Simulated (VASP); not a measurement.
## Sn (strained diamond): one PBE single-point calculation in two programs

```
Sn
1.0
     0.00000    3.29694    3.29694
     3.29694    0.00000    3.29694
     3.29694    3.29694    0.00000
Sn
2
Cartesian
  0.0000 0.0000 0.0000
  1.6485 1.6485 1.6485
```

Datasets and cutoffs are each program's own. VASP's cell holds 28 valence electrons and Ansatz's 28. Ansatz's stress includes a Pulay correction; VASP's doesn't.

Cutoffs: 520 eV in VASP, 420 eV in Ansatz. k meshes: 6×6×6 and 6×6×6.

```
                                                        VASP                             Ansatz
gap between bands v and c  -0.18 eV (bands overlap: a metal)  -0.18 eV (bands overlap: a metal)
         least direct gap                            0.00 eV                            0.00 eV
                 pressure                            1.1 GPa                            1.1 GPa
```

Band v is the last that the valence electrons fill when counted band by band, and c is the next. Levels in eV from the top of v, Ansatz:

| point | v−1 | v | c | c+1 |
| --- | --- | --- | --- | --- |
| Γ | 0.00 | 0.00 | 0.00 | 2.07 |
| X | -2.40 | -2.40 | 0.79 | 0.79 |
| K | -3.24 | -2.06 | 1.04 | 3.21 |
| L | -1.13 | -1.13 | -0.18 | 3.12 |
| W | -2.93 | -2.93 | 3.20 | 3.20 |

VASP:

```json
{"point": "Γ", "v−1": "0.00", "v": "0.00", "c": "0.00", "c+1": "2.06"}
{"point": "X", "v−1": "-2.40", "v": "-2.40", "c": "0.79", "c+1": "0.79"}
{"point": "K", "v−1": "-3.24", "v": "-2.06", "c": "1.04", "c+1": "3.20"}
{"point": "L", "v−1": "-1.13", "v": "-1.13", "c": "-0.18", "c+1": "3.12"}
{"point": "W", "v−1": "-2.93", "v": "-2.93", "c": "3.20", "c+1": "3.20"}
```
